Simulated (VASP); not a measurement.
# WS₂: convergence, band structure

WS₂, R3m (no. 160), 3 atoms in the cell. RevPBE; PAW potentials W_sv, S (PBE set). VASP 6.6.1.

Wanted: band energies at the path's corners within 0.1 eV; smallest gap over path and mesh within 0.05 eV.

What the run is for: bands; Accuracy asked: screening; Route: fixed density (ICHARG 11).

Band energies at the path's corners: counted from the valence top.

POSCAR:
```
WS2
1.0
    1.5790000000      0.9116360751      6.1633333333
   -1.5790000000      0.9116360751      6.1633333333
    0.0000000000     -1.8232721501      6.1633333333
W S
1 2
Direct
    0.0000000000      0.0000000000      0.0000000000
    0.5810000000      0.5810000000      0.5810000000
    0.7503000000      0.7503000000      0.7503000000
```

The series start from Plane-wave cutoff (eV): 300; k-point mesh: 7 × 7 × 7; k points a path segment: 12; Electronic threshold (eV): 1e-6; Precision mode (PREC): Accurate; Bands in all (NBANDS): 26; Aspherical gradient terms in the spheres (LASPH): yes; Highest l that the mixer handles (LMAXMIX): 4. Each series keeps the choices made before it, and each single choice may use up half of a tolerance. Times cover all steps of a run.

## Plane-wave cutoff (eV)

| Plane-wave cutoff (eV) | Band energies at the path's corners, largest deviation (eV) | Smallest gap over path and mesh (eV) | Time (s) |
|---|---|---|---|
| 210 | 0.02 | 1.070 | 52 |
| 260 | 0.01 | 1.070 | 64 |
| 300 | 0.00 | 1.069 | 61 |
| 340 | 0.00 | 1.067 | 100 |
| 420 | 0.00 | 1.067 | 172 |
| 520 (reference) | 0.00 | 1.068 | 190 |

Chosen: 210, the loosest value from which every tighter one stays within half of the tolerance.

## k-point mesh

| k-point mesh | Band energies at the path's corners, largest deviation (eV) | Smallest gap over path and mesh (eV) | Time (s) |
|---|---|---|---|
| 3 × 3 × 3 | 0.10 | 1.096 | 37 |
| 4 × 4 × 4 | 0.01 | 1.071 | 38 |
| 5 × 5 × 5 | 0.00 | 1.070 | 45 |
| 7 × 7 × 7 | 0.00 | 1.070 | 52 |
| 8 × 8 × 8 | 0.00 | 1.070 | 69 |
| 10 × 10 × 10 (reference) | 0.00 | 1.070 | 88 |

Chosen: 4 × 4 × 4.

## Electronic threshold (eV)

| Electronic threshold (eV) | Band energies at the path's corners, largest deviation (eV) | Smallest gap over path and mesh (eV) | Time (s) |
|---|---|---|---|
| 0.001 | 0.00 | 1.067 | 32 |
| 0.0001 | 0.00 | 1.070 | 32 |
| 1e-5 | 0.00 | 1.071 | 33 |
| 1e-6 | 0.00 | 1.071 | 38 |
| 1e-7 (reference) | 0.00 | 1.071 | 42 |

Chosen: 0.001.

## Precision mode (PREC)

| Precision mode (PREC) | Band energies at the path's corners, largest deviation (eV) | Smallest gap over path and mesh (eV) | Time (s) |
|---|---|---|---|
| SingleN | 0.00 | 1.069 | 13 |
| Normal | 0.00 | 1.068 | 14 |
| Accurate (reference) | 0.00 | 1.067 | 32 |

Chosen: SingleN.

## Bands in all (NBANDS)

| Bands in all (NBANDS) | Band energies at the path's corners, largest deviation (eV) | Smallest gap over path and mesh (eV) | Time (s) |
|---|---|---|---|
| 15 | 0.05 | 1.068 | 8.8 |
| 16 | 0.01 | 1.067 | 9.1 |
| 17 | 0.01 | 1.067 | 9.9 |
| 19 | 0.01 | 1.066 | 9.8 |
| 26 | 0.00 | 1.069 | 13 |
| 36 (reference) | 0.00 | 1.069 | 15 |

Chosen: 15.

## Aspherical gradient terms in the spheres (LASPH)

| Aspherical gradient terms in the spheres (LASPH) | Band energies at the path's corners, largest deviation (eV) | Smallest gap over path and mesh (eV) | Time (s) |
|---|---|---|---|
| no | 0.01 | 1.059 | 6.7 |
| yes (reference) | 0.00 | 1.068 | 8.8 |

Chosen: no.

## Highest l that the mixer handles (LMAXMIX)

| Highest l that the mixer handles (LMAXMIX) | Band energies at the path's corners, largest deviation (eV) | Smallest gap over path and mesh (eV) | Time (s) |
|---|---|---|---|
| 2 | 0.00 | 1.058 | 6.8 |
| 4 | 0.00 | 1.059 | 6.7 |
| 6 (reference) | 0.00 | 1.059 | 7.1 |

Chosen: 2.

## All choices together

| Input | Band energies at the path's corners, largest deviation (eV) | Smallest gap over path and mesh (eV) | Time (s) |
|---|---|---|---|
| the program's defaults (naive) | 0.01 | 1.062 | 24 |
| chosen settings | 0.04 | 1.058 | 6.8 |
| reference settings throughout | 0.00 | 1.059 | 555 |

The tolerance is met.

## The input

INCAR.step1:
```
  GGA = RE
  ISMEAR = 0
  SIGMA = 0.03
  LWAVE = False
  LCHARG = True
  NBANDS = 15
  PREC = SingleN
  LASPH = False
  LREAL = False
  ALGO = Normal
  EDIFF = 0.001
  NELM = 120
  GGA_COMPAT = False
  ENCUT = 210
  EFERMI = MIDGAP
  LMAXMIX = 2
```

INCAR.step2, as INCAR.step1 but for:
```
- LCHARG = True
+ LCHARG = False
+ ICHARG = 11
```

KPOINTS.step1:
```
Automatic mesh
0
Gamma
  4 4 4
  0 0 0
```

KPOINTS.step2:
```
path GLB1,BZGX,QFP1Z,LP
12
line-mode
reciprocal
 0.0000000000  0.0000000000  0.0000000000  G
 0.5000000000  0.0000000000  0.0000000000  L

 0.5000000000  0.0000000000  0.0000000000  L
 0.5000000000  0.1812521368 -0.1812521368  B1

 0.8187478632  0.5000000000  0.1812521368  B
 0.5000000000  0.5000000000  0.5000000000  Z

 0.5000000000  0.5000000000  0.5000000000  Z
 0.0000000000  0.0000000000  0.0000000000  G

 0.0000000000  0.0000000000  0.0000000000  G
 0.3406260684  0.0000000000 -0.3406260684  X

 0.6593739316  0.3406260684  0.0000000000  Q
 0.5000000000  0.5000000000  0.0000000000  F

 0.5000000000  0.5000000000  0.0000000000  F
 0.6593739316  0.6593739316  0.1812521368  P1

 0.6593739316  0.6593739316  0.1812521368  P1
 0.5000000000  0.5000000000  0.5000000000  Z

 0.5000000000  0.0000000000  0.0000000000  L
 0.8187478632  0.3406260684  0.3406260684  P
```

Commands (each step's output is kept before the next begins):
```
cat potpaw_PBE.64/W_sv/POTCAR potpaw_PBE.64/S/POTCAR > POTCAR
cp INCAR.step1 INCAR
cp KPOINTS.step1 KPOINTS
mpirun -np 1 vasp_std > vasp.out
cp INCAR.step2 INCAR
cp KPOINTS.step2 KPOINTS
mpirun -np 1 vasp_std > vasp.out
```

The naive input happens to agree within the tolerance here, in 24 s.

Limits: revPBE gaps are mostly well below measured ones; spin-orbit coupling is off, though it shifts bands of the heavy elements by a tenth of an eV or more.

The chosen input took VASP 6.6.1 6.8 s on 1 core (Intel Xeon Platinum 8559C (Emerald Rapids)), a shared host.

## An input that fails: fixed density asked without a density file

VASP's message: ERROR: charge density could not be read from file CHGCAR for ICHARG>10.

Changes against the starting input:
```
- LCHARG = True
- NELM = 120
+ LCHARG = False
+ NELM = 78
+ ICHARG = 11
```
